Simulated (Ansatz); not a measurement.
# BaS (rocksalt): equation of state and elastic constants

An exercise on one series of results from a longer session: the logs are not shown, and one member is left open.

Method: DFT PBE, scalar-relativistic, plane waves, PAW, in Ansatz 0.2.0.

1 further run of the same task is left out (it didn't finish).

## The system as given

It takes space group Fm-3m (No. 225, cubic). Conventional cell: a = 6.428 Å, b = 6.428 Å, c = 6.428 Å, α = 90.00°, β = 90.00°, γ = 90.00°. Ba (site symmetry m-3m) has 6 S at 3.21 Å as nearest neighbours. Around S (site symmetry m-3m) lie 6 Ba at 3.21 Å.

As a file:

```
CELL_PARAMETERS angstrom
0.00000 3.21420 3.21420
3.21420 0.00000 3.21420
3.21420 3.21420 0.00000
ATOMIC_POSITIONS crystal
Ba 0.50000 0.50000 0.50000
S 0.00000 0.00000 0.00000
```

An earlier run at PBE left this cell at 33.206 Å³/atom and 0.00 GPa (10×10×10 mesh).

Volume factors to run: 0.980, 1.020, 0.960, 1.040, 1.070, 1.100, 0.945.

Set-up of the first run:

File input.yaml:

```yaml
crystal:
  lattice:
    - [0.0, 3.1926318124, 3.1926318124]
    - [3.1926318124, 0.0, 3.1926318124]
    - [3.1926318124, 3.1926318124, 0.0]
  atoms:
    - { symbol: Ba, position: [0.5, 0.5, 0.5] }
    - { symbol: S, position: [0.0, 0.0, 0.0] }
basis:
  ecutwfc: 420
  ecutrho_ratio: 4
kpoints:
  mp_grid: { grid: [10, 10, 10] }
hamiltonian:
  xc: pbe
scf:
  occupations: { method: gaussian, width: 0.05 }
output:
  forces: true
  stress: true
  eigenvalues: true
```

Launch:

```
$ ansatz run input.yaml --threads 4 --pin off --max-ram 7168MiB --backend cpu --events-out ev --progress --plain --runs-dir out
```

Steps of the session up to this table: Scaling the volume by 0.980; Scaling the volume by 1.020; At 0.960 of the relaxed volume; Volume × 1.040; Volume × 1.070; Scaling the volume by 1.100; Volume × 0.945.

One table of the session follows, with a row left open; its other results are not shown here.

It belongs to the step «The fit». 

| volume (Å³/atom) | energy (meV/atom) | pressure (GPa) | gap (eV) |
| --- | --- | --- | --- |
| 31.380 | 14.50 | 2.68 | 2.15 |
| 31.878 | 7.45 | 1.87 | 2.17 |
| 32.542 | ? | ? | ? |
| 33.206 | 0.00 | 0.00 | 2.23 |
| 33.870 | 1.67 | -0.79 | 2.26 |
| 34.535 | 6.44 | -1.50 | 2.28 |
| 35.531 | 18.74 | -2.43 | 2.31 |
| 36.527 | 36.35 | -3.22 | 2.34 |

**Question.** Estimate the row for volume (Å³/atom) = 32.542.

Worked estimate for «energy (meV/atom)». A straight line through the neighbours (31.878, 7.45) and (33.206, 0.00) gives 7.45 + (0.00 − 7.45) × (32.542 − 31.878) / (33.206 − 31.878) = 3.73; a parabola fitted to 4 rows on both sides gives 1.84.

**Answer.** energy (meV/atom): 1.79; pressure (GPa): 0.88; gap (eV): 2.20. In «energy (meV/atom)» the line misses by +1.94 and the parabola by +0.05.
